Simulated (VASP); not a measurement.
The system is N.

```
N
1.0
    -1.40625    1.40625    1.40625
     1.40625   -1.40625    1.40625
     1.40625    1.40625   -1.40625
N
1
Cartesian
  0.0000 0.0000 0.0000
```

The real solid is made of molecules; this cell is a model form.

The cell isn't the ideal one: cell and atoms relaxed from a first guess.

| Quantity | Value |
| --- | --- |
| Program | VASP 6.6.1 |
| Task | relaxation of cell and atoms |
| Functional | PBE |
| Potentials or basis | VASP PAW PBE potentials, release 64 (N) |
| Cutoff | 600 eV |
| k mesh | 16 × 16 × 16 |
| Occupations | fermi-dirac, width 0.05 eV |
| Spin | no spin polarisation |

At the start: pressure -32.9 GPa; volume 11.12 Å³/atom.

**Question.** How do energy, volume and symmetry change on relaxing?

**Answer.** Over 6 steps the energy falls by 590.8 meV/atom and the volume is 7.23 Å³/atom (-35.0 %); space group Im-3m (No. 229, to 0.05 Å).

The path:
| step | energy change (eV) | largest force (eV/Å) | pressure (GPa) | volume (Å³) |
| --- | --- | --- | --- | --- |
| 1 | 0.0000 | 0.0000 | -32.93 | 11.12 |
| 2 | -0.5631 | 0.0000 | -13.62 | 7.83 |
| 3 | -0.5907 | 0.0000 | -0.68 | 7.25 |
| 4 | -0.5906 | 0.0000 | 1.16 | 7.19 |
| 5 | -0.5907 | 0.0000 | -0.42 | 7.24 |
| 6 | -0.5908 | 0.0000 | 0.00 | 7.23 |

Final structure:
```xyz
1
Lattice="-1.2180 1.2180 1.2180 1.2180 -1.2180 1.2180 1.2180 1.2180 -1.2180" Properties=species:S:1:pos:R:3 pbc="T T T"
N     0.0000    0.0000    0.0000
```

Caveat: the volume moved by over 15 % at a fixed basis, so the end points are rough.
